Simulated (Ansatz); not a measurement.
Level of theory: Ansatz 0.2.0, DFT, PBE, plane waves (420 eV) with PAW, scalar-relativistic.

An element in the omega (AlB2-type) structure gives this curve. The cell is scaled uniformly from the relaxed one, with fractional coordinates and shape fixed. Energies are extrapolated to zero smearing, pressures are those at the given smearing. Magnetic state: spin not included.

```
V (Å³/atom)  E − E₀ (meV/atom)  P (GPa)
     14.115              217.8    42.16
     14.757               87.2    24.44
     15.399               19.3    10.69
     16.040                0.0     0.04
     16.682               18.2    -8.17
     17.323               65.5   -14.48
     17.965              134.8   -19.27
```

Q: Which element is it?
A. platinum
B. rhenium
C. osmium
D. aluminium

A: A. Its fit is V₀ = 16.02 Å³/atom, B₀ = 234 GPa, B₀′ = 5.4.
